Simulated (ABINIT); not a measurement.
Ti:

```
Ti
1.0
     2.95000    0.00000    0.00000
    -1.47500    2.55477    0.00000
     0.00000    0.00000    4.68000
Ti
2
Direct
  0.66667 0.33333 0.75000
  0.33333 0.66667 0.25000
```

* Program: ABINIT 10.8.3 (patched build)
* Task: relaxation of cell and atoms
* Functional: LDA
* Potentials or basis: JTH PAW LDA v2.0
* Cutoff: 408 eV
* k mesh: 8 × 8 × 4
* Occupations: fermi-dirac, width 0.05 eV
* Spin: no spin polarisation

At the start: pressure -9.7 GPa; volume 17.64 Å³/atom.

Question: Where does the relaxation end?

Answer: Over 8 steps the energy falls by 48.7 meV/atom and the volume is 16.14 Å³/atom (-8.5 %); space group P6_3/mmc (No. 194, to 0.05 Å).

Step by step:
| step | energy change (eV) | largest force (eV/Å) | pressure (GPa) | volume (Å³) |
| --- | --- | --- | --- | --- |
| 1 | 0.0000 | 0.0000 | -9.69 | 35.27 |
| 2 | -0.0537 | 0.0000 | -6.80 | 34.24 |
| 3 | -0.0969 | 0.0000 | 0.79 | 32.09 |
| 4 | -0.0974 | 0.0000 | -0.04 | 32.30 |
| 5 | -0.0974 | 0.0000 | 0.00 | 32.29 |
| 6 | -0.0974 | 0.0000 | 0.04 | 32.28 |
| 7 | -0.0974 | 0.0000 | 0.02 | 32.29 |
| 8 | -0.0974 | 0.0000 | 0.00 | 32.29 |

Final structure:
```xyz
2
Lattice="2.8709 0.0000 0.0000 -1.4355 2.4863 0.0000 0.0000 0.0000 4.5236" Properties=species:S:1:pos:R:3 pbc="T T T"
Ti    1.4355    0.8288    3.3927
Ti    0.0000    1.6575    1.1309
```
